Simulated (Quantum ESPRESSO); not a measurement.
# HgTe (Coloradoite) (F-43m) in Quantum ESPRESSO: further runs

The runs below take HgTe (Coloradoite) through single point, equation of state, with PBE+rVV10.

Program: Quantum ESPRESSO 7.5. These are calculated values, not measurements. Logs are shortened: lines on timing, memory, paths and dates and some standing lists are left out, and cuts for length are marked.

**The experiment to reproduce.**

From a printed reference work, monograph, for a bulk crystal of HgTe: bulk modulus 43 GPa.

The results are compared with them further down.

### Step 1. The crystal as given

Symmetry: F-43m, No. 216, cubic system. Conventional cell: a = 6.429 Å, b = 6.429 Å, c = 6.429 Å, α = 90.00°, β = 90.00°, γ = 90.00°. Hg (site symmetry -43m) has 4 Te at 2.78 Å as nearest neighbours. Te (site symmetry -43m) has 4 Hg at 2.78 Å as nearest neighbours.

### Step 2. Single point, PBE+rVV10, 31.22 Å³/atom

Input file pw.in:

```
&CONTROL
  calculation = 'scf'
  prefix = 'pwscf'
  outdir = './tmp'
  pseudo_dir = './pseudo'
  tprnfor = .true.
  tstress = .true.
  disk_io = 'nowf'
/
&SYSTEM
  ibrav = 0
  nat = 2
  ntyp = 2
  ecutwfc = 80
  nbnd = 26
  input_dft = 'sla+pw+pbx+pbc+vv10'
  occupations = 'smearing'
  smearing = 'fd'
  degauss = 0.00367493
/
&ELECTRONS
  conv_thr = 4d-10
  electron_maxstep = 120
  mixing_beta = 0.5
/
ATOMIC_SPECIES
Hg   200.5920 Hg.upf
Te   127.6000 Te.upf
CELL_PARAMETERS angstrom
   0.0000000000    3.1488795465    3.1488795465
   3.1488795465    0.0000000000    3.1488795465
   3.1488795465    3.1488795465    0.0000000000
ATOMIC_POSITIONS crystal
Hg     0.0000000000    0.0000000000    0.0000000000
Te     0.7500000000    0.7500000000    0.7500000000
K_POINTS automatic
7 7 7 0 0 0
```

Potentials or basis: PseudoDojo 0.4.1 SR PBE standard.

Started as:

```
$ OMP_NUM_THREADS=1 pw.x -in pw.in > pw.out
```

pw.out:

```text
This program is part of the open-source Quantum ESPRESSO suite
     for quantum simulation of materials; please cite
         "P. Giannozzi et al., J. Phys.:Condens. Matter 21 395502 (2009);
         "P. Giannozzi et al., J. Phys.:Condens. Matter 29 465901 (2017);
         "P. Giannozzi et al., J. Chem. Phys. 152 154105 (2020);
     in publications or presentations arising from this work. More details at

     IMPORTANT: XC functional enforced from input :
     Exchange-correlation= SLA+PW+PBX+PBC+VV10
                           (   1   4   3   4  26   0   0)
     Any further DFT definition will be discarded
     Please, verify this is what you really want

     Message from routine setup:
     using ibrav=0 with symmetry is DISCOURAGED, use correct ibrav instead

     G-vector sticks info
     --------------------
     sticks:   dense  smooth     PW     G-vecs:    dense   smooth      PW
     Sum        1555    1555    439                40821    40821    6231

     Using Slab Decomposition

     bravais-lattice index     =            0
     lattice parameter (alat)  =       8.4153  a.u.
     unit-cell volume          =     421.4002 (a.u.)^3
     number of atoms/cell      =            2
     number of atomic types    =            2
     number of electrons       =        36.00
     number of Kohn-Sham states=           26
     kinetic-energy cutoff     =      80.0000  Ry
     charge density cutoff     =     320.0000  Ry
     scf convergence threshold =      4.0E-10
     mixing beta               =       0.5000
     number of iterations used =            8  plain     mixing
     Exchange-correlation= SLA+PW+PBX+PBC+VV10
                           (   1   4   3   4  26   0   0)

     celldm(1)=   8.415306  celldm(2)=   0.000000  celldm(3)=   0.000000
     celldm(4)=   0.000000  celldm(5)=   0.000000  celldm(6)=   0.000000

     crystal axes: (cart. coord. in units of alat)
               a(1) = (   0.000000   0.707107   0.707107 )
               a(2) = (   0.707107   0.000000   0.707107 )
               a(3) = (   0.707107   0.707107   0.000000 )

     reciprocal axes: (cart. coord. in units 2 pi/alat)
               b(1) = ( -0.707107  0.707107  0.707107 )
               b(2) = (  0.707107 -0.707107  0.707107 )
               b(3) = (  0.707107  0.707107 -0.707107 )

     PseudoPot. # 1 for Hg read from file:
     Hg.upf
     Pseudo is Norm-conserving + core correction, Zval = 20.0
     Generated using ONCVPSP code by D. R. Hamann
     Using radial grid of 1262 points,  7 beta functions with:
                l(1) =   0
                l(2) =   0
                l(3) =   1
                l(4) =   1
                l(5) =   2
                l(6) =   2
                l(7) =   3

     PseudoPot. # 2 for Te read from file:
     Te.upf
     Pseudo is Norm-conserving + core correction, Zval = 16.0
     Generated using ONCVPSP code by D. R. Hamann
     Using radial grid of 1294 points,  6 beta functions with:
                l(1) =   0
                l(2) =   0
                l(3) =   1
                l(4) =   1
                l(5) =   2
                l(6) =   2

     atomic species   valence    mass     pseudopotential
     Hg               20.00   200.59200     Hg( 1.00)
     Te               16.00   127.60000     Te( 1.00)

     24 Sym. Ops. (no inversion) found

   Cartesian axes

     site n.     atom                  positions (alat units)
         1        Hg     tau(   1) = (   0.0000000   0.0000000   0.0000000  )
         2        Te     tau(   2) = (   1.0606602   1.0606602   1.0606602  )

     number of k points=    20  Fermi-Dirac smearing, width (Ry)=  0.0037
                       cart. coord. in units 2pi/alat
        k(    1) = (   0.0000000   0.0000000   0.0000000), wk =   0.0058309
        k(    2) = (   0.1010153   0.1010153  -0.1010153), wk =   0.0466472
        k(    3) = (   0.2020305   0.2020305  -0.2020305), wk =   0.0466472
        k(    4) = (   0.3030458   0.3030458  -0.3030458), wk =   0.0466472
        k(    5) = (   0.2020305   0.0000000  -0.0000000), wk =   0.0349854
        k(    6) = (   0.3030458   0.1010153  -0.1010153), wk =   0.1399417
[... 12 lines left out ...]
        k(   19) = (  -0.1010153  -0.5050763   0.7071068), wk =   0.1399417
        k(   20) = (  -0.0000000  -0.4040610   0.6060915), wk =   0.1399417

     Dense  grid:    40821 G-vectors     FFT dimensions: (  48,  48,  48)

     Initial potential from superposition of free atoms

     starting charge      35.9997, renormalised to      36.0000

Carrying out rVV10 run using the following parameters:
Nqs =      20    Nr_points =    1024   r_max =   100.000
b_value =  6.30000    beta =  0.00901
     q_mesh =  0.00010000  0.00030000  0.00058939  0.00100810
               0.00161396  0.00249058  0.00375900  0.00559430
               0.00824984  0.01209221  0.01765183  0.02569619
               0.03733578  0.05417739  0.07854596  0.11380545
               0.16482331  0.23864234  0.34545298  0.50000000

Gradients computed in Reciprocal space

     Starting wfcs are   19 randomized atomic wfcs +    7 random wfcs

     Self-consistent Calculation

     iteration #  1     ecut=    80.00 Ry     beta= 0.50
     Davidson diagonalization with overlap
     ethr =  1.00E-02,  avg # of iterations =  5.2

     Threshold (ethr) on eigenvalues was too large:
     Diagonalizing with lowered threshold

     Davidson diagonalization with overlap
     ethr =  1.54E-04,  avg # of iterations =  4.1

     total energy              =    -542.62221988 Ry
     estimated scf accuracy    <       0.05643898 Ry
[... 50 lines left out ...]
     iteration #  9     ecut=    80.00 Ry     beta= 0.50
     Davidson diagonalization with overlap
     ethr =  3.15E-12,  avg # of iterations =  2.0

     End of self-consistent calculation

          k = 0.0000 0.0000 0.0000 (  5029 PWs)   bands (ev):

  -105.2881 -53.6200 -53.6200 -53.6200 -26.8832 -26.8832 -26.8832 -26.8716
   -26.8716  -2.4548   2.3371   2.3371   2.3371   2.9733   2.9733   9.5600
    10.1578  10.1578  10.1578  14.2059  14.2059  14.2059  16.3373  19.8376
    19.9474  19.9479
[... 87 lines left out ...]
  -105.2881 -53.6202 -53.6201 -53.6200 -26.8836 -26.8832 -26.8828 -26.8714
   -26.8713  -1.6790   2.5259   2.5732   2.9125   2.9600   3.1801   4.8144
     6.9165   8.6641  12.4299  14.6618  16.1004  16.1688  18.5900  18.5974
    21.1868  22.2633

          k = 0.6061-0.0000 0.0000 (  5093 PWs)   bands (ev):

  -105.2881 -53.6202 -53.6201 -53.6201 -26.8845 -26.8826 -26.8826 -26.8718
   -26.8709  -1.5777   2.4751   2.7286   2.7286   3.0474   3.2939   4.6567
     7.6075   7.6075  11.8890  12.3725  18.1096  18.8339  18.8339  20.4654
    22.3994  22.3999

          k =-0.0000-0.6061 0.6061 (  5096 PWs)   bands (ev):

  -105.2881 -53.6202 -53.6201 -53.6201 -26.8844 -26.8827 -26.8826 -26.8717
   -26.8710  -1.5294   2.5153   2.7297   2.7662   3.0334   3.5868   4.2295
     7.1104   7.6598  12.1066  12.9517  17.6509  18.3574  18.9396  20.6296
    21.9869  22.2596

          k = 0.4041 0.2020 0.0000 (  5091 PWs)   bands (ev):

  -105.2881 -53.6201 -53.6201 -53.6200 -26.8838 -26.8830 -26.8828 -26.8716
   -26.8713  -1.8423   2.4743   2.5401   2.6584   2.9758   3.0308   5.6658
     7.7078   8.6766  12.5448  13.6769  15.0816  16.7340  17.9857  20.5144
    20.5951  21.2658
[... 17 lines left out ...]
  -105.2881 -53.6202 -53.6201 -53.6201 -26.8838 -26.8833 -26.8826 -26.8716
   -26.8711  -1.5475   2.5680   2.6532   2.8859   2.9506   3.6251   4.2372
     6.8050   7.6409  13.0388  14.4219  15.7460  16.5413  19.0725  20.3582
    22.1960  22.5164

     the Fermi energy is    10.1954 ev

!    total energy              =    -542.63951766 Ry
     estimated scf accuracy    <          2.1E-11 Ry
     smearing contrib. (-TS)   =      -0.00004637 Ry
     internal energy E=F+TS    =    -542.63947129 Ry

     The total energy is F=E-TS. E is the sum of the following terms:
     one-electron contribution =    -301.80935611 Ry
     hartree contribution      =     159.24471752 Ry
     xc contribution           =    -104.22601818 Ry
     ewald contribution        =    -295.84881452 Ry

     convergence has been achieved in   9 iterations

     Forces acting on atoms (cartesian axes, Ry/au):

     atom    1 type  1   force =    -0.00000000    0.00000000    0.00000000
     atom    2 type  2   force =     0.00000000   -0.00000000   -0.00000000

     Total force =     0.000000     Total SCF correction =     0.000000

     Computing stress (Cartesian axis) and pressure

          total   stress  (Ry/bohr**3)                   (kbar)     P=       62.93
   0.00042778  -0.00000000  -0.00000000           62.93       -0.00       -0.00
  -0.00000000   0.00042778  -0.00000000           -0.00       62.93       -0.00
  -0.00000000  -0.00000000   0.00042778           -0.00       -0.00       62.93

=------------------------------------------------------------------------------=
   JOB DONE.
=------------------------------------------------------------------------------=
```

Wall time 36 s (1 thread of AMD EPYC 7B13 (Zen 3), shared host); peak memory 0.18 GiB.

Results:

| Quantity | Value |
| --- | --- |
| Free energy | -7382.9868 eV |
| Pressure | 6.3 GPa |
| Band gap on the k mesh | none (metal or under the smearing width) |

Caveat: rVV10's parameter b was fitted to another functional; pairwise dispersion overbinds metals, which lowers pressure and volume.

### Step 3. Single point, PBE+rVV10, 31.89 Å³/atom

pw.in: that of step 2 with these lines changed.

```diff
@@ -29,5 +29,5 @@
 CELL_PARAMETERS angstrom
-   0.0000000000    3.1488795465    3.1488795465
-   3.1488795465    0.0000000000    3.1488795465
-   3.1488795465    3.1488795465    0.0000000000
+   0.0000000000    3.1710554852    3.1710554852
+   3.1710554852    0.0000000000    3.1710554852
+   3.1710554852    3.1710554852    0.0000000000
 ATOMIC_POSITIONS crystal
```

Potentials or basis: PseudoDojo 0.4.1 SR PBE standard.

Started as:

```
$ OMP_NUM_THREADS=1 pw.x -in pw.in > pw.out
```

Run time: 33 s. Hardware: 1 thread of AMD EPYC 7B13 (Zen 3), shared host; peak memory 0.19 GiB.

The run converged. Its results:

```
Free energy            : -7383.0330 eV
Pressure               : 4.9 GPa
Band gap on the k mesh : none (metal or under the smearing width)
```

Caveat: rVV10's parameter b was fitted to another functional; pairwise dispersion overbinds metals, which lowers pressure and volume.

### Step 4. Single point, PBE+rVV10, 32.55 Å³/atom

pw.in: that of step 3 with these lines changed.

```diff
@@ -29,5 +29,5 @@
 CELL_PARAMETERS angstrom
-   0.0000000000    3.1710554852    3.1710554852
-   3.1710554852    0.0000000000    3.1710554852
-   3.1710554852    3.1710554852    0.0000000000
+   0.0000000000    3.1929255244    3.1929255244
+   3.1929255244    0.0000000000    3.1929255244
+   3.1929255244    3.1929255244    0.0000000000
 ATOMIC_POSITIONS crystal
```

Started as:

```
$ OMP_NUM_THREADS=1 pw.x -in pw.in > pw.out
```

It took 34 s on 1 thread of AMD EPYC 7B13 (Zen 3), shared host; peak memory 0.2 GiB.

It converged, with:

```
Free energy            : -7383.0680 eV
Pressure               : 3.6 GPa
Band gap on the k mesh : none (metal or under the smearing width)
```

Caveat: rVV10's parameter b was fitted to another functional; pairwise dispersion overbinds metals, which lowers pressure and volume.

### Step 5. Single point, PBE+rVV10, 33.22 Å³/atom

pw.in: that of step 4 with these lines changed.

```diff
@@ -29,5 +29,5 @@
 CELL_PARAMETERS angstrom
-   0.0000000000    3.1929255244    3.1929255244
-   3.1929255244    0.0000000000    3.1929255244
-   3.1929255244    3.1929255244    0.0000000000
+   0.0000000000    3.2145000000    3.2145000000
+   3.2145000000    0.0000000000    3.2145000000
+   3.2145000000    3.2145000000    0.0000000000
 ATOMIC_POSITIONS crystal
```

Started as:

```
$ OMP_NUM_THREADS=1 pw.x -in pw.in > pw.out
```

It took 35 s on 1 thread of AMD EPYC 7B13 (Zen 3), shared host; peak memory 0.2 GiB.

Results (log left out):

| Item | Value |
| --- | --- |
| Free energy | -7383.0929 eV |
| Pressure | 2.4 GPa |
| Band gap on the k mesh | none (metal or under the smearing width) |

Caveat: rVV10's parameter b was fitted to another functional; pairwise dispersion overbinds metals, which lowers pressure and volume.

### Step 6. Single point, PBE+rVV10, 33.88 Å³/atom

pw.in: that of step 5 with these lines changed.

```diff
@@ -29,5 +29,5 @@
 CELL_PARAMETERS angstrom
-   0.0000000000    3.2145000000    3.2145000000
-   3.2145000000    0.0000000000    3.2145000000
-   3.2145000000    3.2145000000    0.0000000000
+   0.0000000000    3.2357886999    3.2357886999
+   3.2357886999    0.0000000000    3.2357886999
+   3.2357886999    3.2357886999    0.0000000000
 ATOMIC_POSITIONS crystal
```

Potentials or basis: PseudoDojo 0.4.1 SR PBE standard.

Started as:

```
$ OMP_NUM_THREADS=1 pw.x -in pw.in > pw.out
```

Wall time 35 s (1 thread of AMD EPYC 7B13 (Zen 3), shared host); peak memory 0.2 GiB.

The run converged. Its results:

* Free energy: -7383.1090 eV
* Pressure: 1.4 GPa
* Band gap on the k mesh: none (metal or under the smearing width)

Caveat: rVV10's parameter b was fitted to another functional; pairwise dispersion overbinds metals, which lowers pressure and volume.

### Step 7. Single point, PBE+rVV10, 34.54 Å³/atom

pw.in: that of step 6 with these lines changed.

```diff
@@ -29,5 +29,5 @@
 CELL_PARAMETERS angstrom
-   0.0000000000    3.2357886999    3.2357886999
-   3.2357886999    0.0000000000    3.2357886999
-   3.2357886999    3.2357886999    0.0000000000
+   0.0000000000    3.2568009036    3.2568009036
+   3.2568009036    0.0000000000    3.2568009036
+   3.2568009036    3.2568009036    0.0000000000
 ATOMIC_POSITIONS crystal
```

Started as:

```
$ OMP_NUM_THREADS=1 pw.x -in pw.in > pw.out
```

It took 35 s on 1 thread of AMD EPYC 7B13 (Zen 3), shared host; peak memory 0.2 GiB.

The run converged. Its results:

```
Free energy            : -7383.1171 eV
Pressure               : 0.5 GPa
Band gap on the k mesh : none (metal or under the smearing width)
```

Caveat: rVV10's parameter b was fitted to another functional; pairwise dispersion overbinds metals, which lowers pressure and volume.

### Step 8. Single point, PBE+rVV10, 35.21 Å³/atom

pw.in: that of step 7 with these lines changed.

```diff
@@ -29,5 +29,5 @@
 CELL_PARAMETERS angstrom
-   0.0000000000    3.2568009036    3.2568009036
-   3.2568009036    0.0000000000    3.2568009036
-   3.2568009036    3.2568009036    0.0000000000
+   0.0000000000    3.2775454177    3.2775454177
+   3.2775454177    0.0000000000    3.2775454177
+   3.2775454177    3.2775454177    0.0000000000
 ATOMIC_POSITIONS crystal
```

Started as:

```
$ OMP_NUM_THREADS=1 pw.x -in pw.in > pw.out
```

Wall time 36 s (1 thread of AMD EPYC 7B13 (Zen 3), shared host); peak memory 0.2 GiB.

Results (log left out):

```yaml
Free_energy: -7383.1182 eV
Pressure: -0.3 GPa
Band_gap_on_the_k_mesh: none (metal or under the smearing width)
```

Caveat: rVV10's parameter b was fitted to another functional; pairwise dispersion overbinds metals, which lowers pressure and volume.

### Step 9. Equation of state, PBE+rVV10

Potentials or basis: PseudoDojo 0.4.1 SR PBE standard.

No new run: the results of the series are fitted here.

Results:

```yaml
Equilibrium_volume: 34.98 Å³/atom
Bulk_modulus: 41 GPa
Pressure_derivative_of_the_bulk_modulus: 5.1
```

Energy against volume, from the lowest point:
| volume (Å³/atom) | energy (meV/atom) |
| --- | --- |
| 31.223 | 65.72 |
| 31.887 | 42.60 |
| 32.551 | 25.11 |
| 33.215 | 12.62 |
| 33.880 | 4.60 |
| 34.544 | 0.53 |
| 35.208 | 0.00 |

Caveat: rVV10's parameter b was fitted to another functional.

### Step 10. How close it comes

Step 9. Against the measured bulk modulus of HgTe, 43 GPa (a printed reference work, monograph), the calculated 41 GPa is off by -3.5 %. The fit is for a static lattice scaled at fixed shape and fixed fractional positions.
